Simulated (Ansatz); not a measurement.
# Ga (Ga, hcp): the cost of one run

Program: Ansatz 0.2.0. Level of theory: DFT revPBE, plane waves (420 eV) with PAW, scalar-relativistic; the PAW data stem from PBE, with regenerated cores. These are calculated values, not measurements.

## 1. Starting point

The structure is hexagonal, space group P6_3/mmc (No. 194). Conventional cell: a = 3.026 Å, b = 3.026 Å, c = 4.942 Å, α = 90.00°, β = 90.00°, γ = 120.00°. Ga (site symmetry -6m2) has 12 Ga at 3.03 Å as nearest neighbours.

Structure file:

```xyz
2
Lattice="3.0261 0.0000 0.0000 -1.5131 2.6207 0.0000 0.0000 0.0000 4.9417" Properties=species:S:1:pos:R:3 pbc="T T T"
Ga    0.0000    1.7471    1.2354
Ga    1.5131    0.8736    3.7062
```

## 2. Relaxation of the cell

Contents of input.yaml:

```yaml
crystal:
  lattice:
    - [3.0261186087, 0.0, 0.0]
    - [-1.5130593044, 2.62069559, 0.0]
    - [0.0, 0.0, 4.941651688]
  atoms:
    - { symbol: Ga, position: [0.3333333333, 0.6666666667, 0.25] }
    - { symbol: Ga, position: [0.6666666667, 0.3333333333, 0.75] }
hamiltonian:
  xc: revpbe
  pseudopotentials:
    kind: paw
    azcp:
      Ga: "pseudopotentials/Ga.paw.azcp"
basis:
  ecutwfc: 420
  fft_grid_basis: typed
kpoints:
  mp_grid: { grid: [12, 12, 7], shift: [0, 0, 0] }
magnetization:
  spin_polarized: false
scf:
  occupations: { method: fermi_dirac, width: 0.1 }
relax:
  max_steps: 60
  f_tol: 0.01
  cell: {}
```

**Question.** How long does this run take on 2 threads of an Arm CPU, shared host, and how much memory does it need?

About 10 s, with a peak of 0.34 GiB.
